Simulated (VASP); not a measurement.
## CdO (Monteponite): relaxation of cell and atoms with revPBE+D3(BJ)

The system is CdO (Monteponite).

```
CELL_PARAMETERS angstrom
0.00000 2.34950 2.34950
2.34950 0.00000 2.34950
2.34950 2.34950 0.00000
ATOMIC_POSITIONS crystal
Cd 0.00000 0.00000 0.00000
O 0.50000 0.50000 0.50000
```

| Quantity | Value |
| --- | --- |
| Program | VASP 6.6.1 |
| Task | relaxation of cell and atoms |
| Functional | revPBE |
| Dispersion | D3(BJ) |
| Potentials or basis | VASP PAW PBE potentials, release 64 (Cd, O) |
| Cutoff | 600 eV |
| k mesh | 10 × 10 × 10 |
| Occupations | fermi-dirac, width 0.05 eV |
| Spin | no spin polarisation |
| Further INCAR settings | ALGO = Normal; EDIFF = 1e-07; IBRION = 2; EDIFFG = -0.02; NSW = 60; ISIF = 3 |

```json
{"Relaxed volume": "13.32 Å³/atom", "Relaxed cell": "a = 3.352 Å, b = 3.352 Å, c = 3.352 Å, α = 60.00°, β = 60.00°, γ = 60.00°", "Space group after relaxing (to 0.05 Å)": "Fm-3m (No. 225)", "Energy gained by relaxing": "3.9 meV/atom", "Ionic steps": "3", "Pressure after relaxing": "0.0 GPa", "Band gap on the k mesh": "none (metal or under the smearing width)", "Dispersion energy per atom": "-0.557 eV"}
```

Step by step:
| step | energy change (eV) | largest force (eV/Å) | pressure (GPa) | volume (Å³) |
| --- | --- | --- | --- | --- |
| 1 | 0.0000 | 0.0000 | 3.72 | 25.94 |
| 2 | -0.0048 | 0.0000 | -2.11 | 27.09 |
| 3 | -0.0079 | 0.0000 | 0.00 | 26.64 |

Final structure:
```
Cd O
1.0
     0.00000    2.37034    2.37034
     2.37034    0.00000    2.37034
     2.37034    2.37034    0.00000
Cd O
1 1
Direct
  0.00000 0.00000 0.00000
  0.50000 0.50000 0.50000
```

Levels at points of the mesh, in eV from the Fermi level:
```tsv
k point	band 6	band 7	band 8	band 9	band 10	band 11	band 12	band 13
(0.00, 0.00, 0.00)	-6.56	-1.39	-1.39	-1.39	-0.59	14.86	16.73	16.73
(0.50, 0.00, 0.00)	-6.33	-3.90	-0.17	-0.17	4.34	7.03	11.74	11.74
(0.50, 0.50, 0.00)	-5.93	-4.28	-2.33	-2.33	3.69	8.35	11.01	13.06
```

It took 22 s on 1 thread of Intel(R) Xeon(R) 6975P-C (Granite Rapids), with other jobs on the host, peak memory 0.18 GiB.

Caveat: the PAW data sets were made with another functional, which shifts forces and pressure a little; pairwise dispersion overbinds metals, which lowers pressure and volume; this crystal is a semiconductor, whose small gap the functional closes, so the metal is an error of the method. Zero-point motion and thermal expansion aren't in these numbers.
